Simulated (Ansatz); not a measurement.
An elastic constant from a strain scan in Ti

Level of theory: DFT PBEsol, scalar-relativistic, plane waves, PAW in Ansatz 0.2.0. Cutoff 420 eV, Γ-centred 12×12×18 k-points, Gaussian smearing of 0.15 eV. No spin polarisation. Energies are free energies at this smearing, counted from the undisturbed cell; pressure is positive in compression.

The undisturbed cell (relaxed at this level; this form isn't the usual structure):

```
Ti
1.0
     4.51529    0.00000    0.00000
    -2.25765    3.91036    0.00000
     0.00000    0.00000    2.79879
Ti
3
Direct
  0.00000 0.00000 0.00000
  0.33333 0.66667 0.50000
  0.66667 0.33333 0.50000
```

The cell is strained by ε times the Voigt pattern (0, 0, 0, 0, 0, 1) (xx, yy, zz, yz, xz, xy; engineering shear) with fractional coordinates fixed. The cell holds 3 atoms in V0 = 49.42 Å³. The stress column is τ = (1/V0) dE/dε, got from the stress tensor σ (compression positive) at each point as −det(1 + εP) σ : P(1 + εP)⁻¹, with P the pattern as a tensor.

```csv
ε,ΔE (meV/atom),τ (GPa)
-0.0875,22.536,-4.859
-0.0750,16.692,-4.229
-0.0625,11.678,-3.570
-0.0500,7.526,-2.888
-0.0375,4.261,-2.190
-0.0250,1.905,-1.475
-0.0125,0.478,-0.743
0.0000,0.000,0.000
0.0125,0.478,0.743
0.0250,1.905,1.475
0.0375,4.261,2.190
0.0500,7.526,2.888
0.0625,11.678,3.570
0.0750,16.692,4.229
0.0875,22.536,4.859
0.1000,?,?
```

Task: Which combination of elastic constants does this scan measure, and how large is it?

Result: For small ε, τ = τ0 + Kε with K = pᵀCp, which for this pattern is C66 in the Cartesian frame shown. The parabola through τ at ε = -0.0125, 0 and 0.0125 has slope K = 59 GPa at zero. The energies per cell, E = NΔE, of the same two points give K = 2[E(ε₊)/ε₊ − E(ε₋)/ε₋]/[(ε₊ − ε₋)V0] = 60 GPa, in agreement. These are clamped-ion values.

Task: Predict the withheld row at ε = 0.1000 from the harmonic law, and compare.

Result: ΔE = V0(τ0 ε + Kε²/2)/N = 30.557 meV/atom and τ = 5.94 GPa. The calculation gives 29.167 meV/atom and 5.46 GPa, a miss of 4.6 % of the harmonic energy, so the harmonic law still holds here.

Forces appear on the atoms along this scan, and letting them relax would lower the energy and soften the response. In a metal these slopes depend on the k mesh and the smearing.